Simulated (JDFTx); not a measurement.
The system is Y.

```
Y
1.0
     3.64740    0.00000    0.00000
    -1.82370    3.15874    0.00000
     0.00000    0.00000    5.73060
Y
2
Cartesian
  1.8237 1.0529 4.2980
  0.0000 2.1058 1.4326
```

| Property | Result |
| --- | --- |
| Program | JDFTx 1.7.0 (patched build) |
| Task | relaxation of cell and atoms |
| Functional | PBE |
| Dispersion | D3(BJ) |
| Potentials or basis | PseudoDojo-SR-PBE-0.5-standard |
| Cutoff | 980 eV |
| Density cutoff | 7837 eV |
| k mesh | 8 × 8 × 5 |
| Occupations | fermi-dirac, width 0.05 eV |
| Spin | no spin polarisation |

At the start: pressure -1.8 GPa; volume 33.01 Å³/atom.

**Question.** How do energy, volume and symmetry change on relaxing?

**Answer.** Over 5 steps the energy falls by 8.6 meV/atom and the volume is 31.55 Å³/atom (-4.4 %); space group P6_3/mmc (No. 194, to 0.05 Å).

Step by step:
```csv
step,energy change (eV),largest force (eV/Å),pressure (GPa),volume (Å³)
1,0.0000,0.0000,-1.79,66.02
2,-0.0065,0.0000,-1.42,65.38
3,-0.0171,0.0000,0.01,63.06
4,-0.0172,0.0000,0.01,63.08
5,-0.0172,0.0000,0.00,63.10
```

Final structure:
```
CELL_PARAMETERS angstrom
3.60017 0.00000 0.00000
-1.80009 3.11784 0.00000
0.00000 0.00000 5.62166
ATOMIC_POSITIONS crystal
Y 0.66667 0.33333 0.75000
Y 0.33333 0.66667 0.25000
```

Caveat: pairwise dispersion overbinds metals, which lowers pressure and volume.
